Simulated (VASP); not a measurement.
Set up this calculation in VASP 6.6.1, as the native input.

```
Task                   : single point
Functional             : PBE
Potentials or basis    : VASP PAW PBE potentials, release 64 (Si, C)
Cutoff                 : 520 eV
k mesh                 : 9 × 9 × 4
Occupations            : gaussian, width 0.02 eV
Spin                   : no spin polarisation
Further INCAR settings : ALGO = Normal; EDIFF = 1e-07; NBANDS = 16
```

The structure of SiC lies in POSCAR:

```
SiC
1.0
    3.0760000000      0.0000000000      0.0000000000
   -1.5380000000      2.6638941400      0.0000000000
    0.0000000000      0.0000000000      5.0480000000
Si C
2 2
Direct
    0.3333333300      0.6666666700      0.0000000000
    0.6666666700      0.3333333300      0.5000000000
    0.3333333300      0.6666666700      0.3850000000
    0.6666666700      0.3333333300      0.8850000000
```

These files were run (other wordings do the same):

INCAR

```
SYSTEM = SiC
ALGO = Normal
EDIFF = 1E-7
ENCUT = 520
GGA = PE
ISIF = 2
ISMEAR = 0
LASPH = .TRUE.
LCHARG = .FALSE.
LREAL = .FALSE.
LWAVE = .FALSE.
NBANDS = 16
NELM = 100
PREC = Accurate
SIGMA = 0.02
```

KPOINTS

```
k-points
0
G
  9 9 4
  0 0 0
```

Potentials or basis: VASP PAW PBE potentials, release 64 (Si, C).

Run with:

```bash
$ cat potpaw_PBE.64/Si/POTCAR potpaw_PBE.64/C/POTCAR > POTCAR
$ mpirun -np 1 vasp_std > vasp.out
```

It gave:

* Pressure: 3.6 GPa
* Largest force: 0.751 eV/Å
* Band gap on the k mesh: 2.32 eV, indirect (least direct gap 4.11 eV)

Caveat: an odd mesh through Γ misses points on the zone boundary, where band edges often lie.

Run time: 12 s on 1 thread of Intel(R) Xeon(R) Platinum 8488C (Sapphire Rapids), on a shared host, peak memory 0.16 GiB.
